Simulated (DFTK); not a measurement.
Nb in DFTK: convergence with tol

Nb:

```
Nb
1.0
     2.71964    0.00000    0.00000
     0.00000    2.71964    0.00000
     0.00000    0.00000    2.71964
Nb
1
Cartesian
  1.3598 1.3598 1.3598
```

The cell was built by a generator and needn't be a form met in nature.

| Quantity | Value |
| --- | --- |
| Program | DFTK 0.8.2 |
| Task | convergence study |
| Functional | PBE |
| Potentials or basis | dojo.nc.sr.pbe.v0_4_1.standard.upf (PBE) |
| Cutoff | 1116 eV |
| k mesh | 5 × 5 × 5 |
| Occupations | fermi-dirac, width 0.1 eV |
| Spin | collinear spin, ferromagnetic start |
| Starting moments | [0.5] μB |

These are the settings of the first run; the series varies tol, with any setting tied to it.

Hardware: 1 thread of Intel(R) Xeon(R) Platinum 8259CL CPU @ 2.50GHz (Skylake/Cascade Lake), with other jobs on the host.

The values tried are 0.1, 0.01, 0.001, 0.0001, 1e-05, 1e-06, 1e-08, loosest first. From which on does the absolute moment stay within 0.02 μB of the tightest run that finished?

From 0.0001 on.

```tsv
tol	energy less the tightest run, at zero smearing (meV/atom)	pressure (GPa)	absolute moment (μB)	SCF cycles
0.1	167.18	-68.73	0.42	2
0.01	-2.31	1.76	0.38	4
0.001	-1.74	4.61	0.33	6
0.0001	-0.07	4.58	0.24	10
1e-05	0.00	4.63	0.23	11
1e-06	0.00	4.64	0.23	14
1e-08	0.00	4.64	0.23	17
```

Against the tightest run, the energy stays within 1 meV/atom from 0.0001 on; the pressure stays within 0.1 GPa from 0.001 on. The tightest run that finished is the yardstick and may itself not be fully converged.

Caveat, for the tightest run too: the k mesh is coarse (spacing up to 0.46 Å⁻¹), so the values aren't converged.
